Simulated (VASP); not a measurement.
Wanted: the native input for a VASP 6.6.1 run.

| Item | Value |
| --- | --- |
| Task | band structure |
| Functional | BLYP |
| Potentials or basis | VASP PAW PBE potentials, release 64 (Ge_d) |
| Cutoff | 520 eV |
| k mesh | 8 × 8 × 8 |
| Occupations | fermi-dirac, width 0.05 eV |
| Spin | no spin polarisation |
| Further INCAR settings | ALGO = Normal; EDIFF = 1e-07; NBANDS = 21 |

The structure of Ge lies in POSCAR:

```
Ge
1.0
    0.0000000000      2.8289100000      2.8289100000
    2.8289100000      0.0000000000      2.8289100000
    2.8289100000      2.8289100000      0.0000000000
Ge
2
Direct
    0.7500000000      0.7500000000      0.7500000000
    0.5000000000      0.5000000000      0.5000000000
```

These files were run (other wordings do the same):

INCAR

```
SYSTEM = Ge
PREC = Accurate
ENCUT = 520
EDIFF = 1E-7
ISMEAR = -1
SIGMA = 0.05
LREAL = .False.
LASPH = .True.
NELM = 80
ALGO = Normal
ISIF = 2
LWAVE = .False.
LCHARG = .False.
GGA = B5
ALDAX = 1.0
AGGAX = 1.0
AGGAC = 1.0
ALDAC = 0.0
NBANDS = 21
```

KPOINTS

```
Automatic mesh
0
Gamma
  8 8 8
  0 0 0
```

KPOINTS_OPT

```
path GXWKGLUWLK,UX
20
line-mode
reciprocal
 0.0000000000  0.0000000000  0.0000000000  G
 0.5000000000  0.0000000000  0.5000000000  X

 0.5000000000  0.0000000000  0.5000000000  X
 0.5000000000  0.2500000000  0.7500000000  W

 0.5000000000  0.2500000000  0.7500000000  W
 0.3750000000  0.3750000000  0.7500000000  K

 0.3750000000  0.3750000000  0.7500000000  K
 0.0000000000  0.0000000000  0.0000000000  G

 0.0000000000  0.0000000000  0.0000000000  G
 0.5000000000  0.5000000000  0.5000000000  L

 0.5000000000  0.5000000000  0.5000000000  L
 0.6250000000  0.2500000000  0.6250000000  U

 0.6250000000  0.2500000000  0.6250000000  U
 0.5000000000  0.2500000000  0.7500000000  W

 0.5000000000  0.2500000000  0.7500000000  W
 0.5000000000  0.5000000000  0.5000000000  L

 0.5000000000  0.5000000000  0.5000000000  L
 0.3750000000  0.3750000000  0.7500000000  K

 0.6250000000  0.2500000000  0.6250000000  U
 0.5000000000  0.0000000000  0.5000000000  X
```

Potentials or basis: VASP PAW PBE potentials, release 64 (Ge_d).

Command:

```console
$ cat potpaw_PBE.64/Ge_d/POTCAR > POTCAR
$ mpirun -np 1 vasp_std > vasp.out
```

It gave:

```
Pressure                : 7.6 GPa
Band gap along the path : none (metal or under the smearing width)
```

Caveat: the PAW data sets were made with another functional, which shifts forces and pressure a little; this crystal is a semiconductor, whose small gap the functional closes, so the metal is an error of the method.

Wall time 92 s on 1 thread of Intel(R) Xeon(R) 6975P-C (Granite Rapids) (shared host), peak memory 0.17 GiB.
